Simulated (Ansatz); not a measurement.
Write the native input for Ansatz 0.2.0 that does the following.

* Task: relaxation of cell and atoms
* Functional: PBEsol
* Dispersion: D3(BJ)
* Potentials or basis: Ansatz PAW
* Cutoff: 420 eV (not typed: the program's choice for these potentials)
* k mesh: 7 × 7 × 4
* Occupations: fermi-dirac, width 0.05 eV
* Spin: no spin polarisation

Crystal: Si2Mo.

```
Mo Si
1.0
     4.58547    0.00000    0.00000
    -2.29274    3.97113    0.00000
     0.00000    0.00000    6.57976
Mo Si
3 6
Direct
  0.50000 0.50000 0.83333
  0.00000 0.50000 0.16667
  0.50000 0.00000 0.50000
  0.16387 0.32775 0.50000
  0.67225 0.83613 0.16667
  0.83613 0.16387 0.83333
  0.83613 0.67225 0.50000
  0.32775 0.16387 0.16667
  0.16387 0.83613 0.83333
```

Measurements of this composition are mostly on another form, of space group No. 139.

These files were run (other wordings do the same):

input.yaml

```yaml
crystal:
  lattice:
    - [4.5854715599, 0.0, 0.0]
    - [-2.29273578, 3.9711348592, 0.0]
    - [0.0, 0.0, 6.5797601]
  atoms:
    - { symbol: Mo, position: [0.5, 0.5, 0.8333333333] }
    - { symbol: Mo, position: [0.0, 0.5, 0.1666666667] }
    - { symbol: Mo, position: [0.5, 0.0, 0.5] }
    - { symbol: Si, position: [0.16387298, 0.32774596, 0.5] }
    - { symbol: Si, position: [0.67225404, 0.83612702, 0.1666666667] }
    - { symbol: Si, position: [0.83612702, 0.16387298, 0.8333333333] }
    - { symbol: Si, position: [0.83612702, 0.67225404, 0.5] }
    - { symbol: Si, position: [0.32774596, 0.16387298, 0.1666666667] }
    - { symbol: Si, position: [0.16387298, 0.83612702, 0.8333333333] }
hamiltonian:
  xc: pbesol
  pseudopotentials: { kind: paw }
  dispersion: d3bj
kpoints:
  mp_grid: { grid: [7, 7, 4] }
scf:
  occupations: { method: fermi_dirac, width: 0.05 }
output:
  forces: true
  stress: true
  eigenvalues: true
relax:
  f_tol: 0.01
  max_steps: 40
  cell: { stress_tol: 0.05 }
```

Potentials or basis: Ansatz PAW.

The run is started by

```bash
$ ansatz run input.yaml --threads 4 --pin off --max-ram 11264MiB --backend cpu --events-out ev --progress --plain --runs-dir out
```

Results of the run:

```yaml
Relaxed_volume: 12.84 Å³/atom
Relaxed_cell: a = 4.527 Å, b = 4.527 Å, c = 6.509 Å, α = 90.00°, β = 90.00°, γ = 120.00°
Space_group_after_relaxing_to_0.05_Å: P6_222 (No. 180)
Energy_gained_by_relaxing: 12.3 meV/atom
Ionic_steps: 5
Pressure_after_relaxing: 0.0 GPa
Band_gap_on_the_k_mesh: 0.25 eV, indirect (least direct gap 0.67 eV)
```

Caveat: odd divisions of the mesh miss points on the zone boundary, where band edges often lie, so the gap on the mesh can be too wide; the plane-wave basis is chosen anew once the cell has moved, so the energies of steps on either side of that aren't comparable; the PAW data sets come from PBE, with cores solved anew for the run's functional, which leaves a small shift of forces and pressure.

Wall time 17 s on 4 threads of Arm Neoverse V2, on a shared host, peak memory 0.47 GiB.
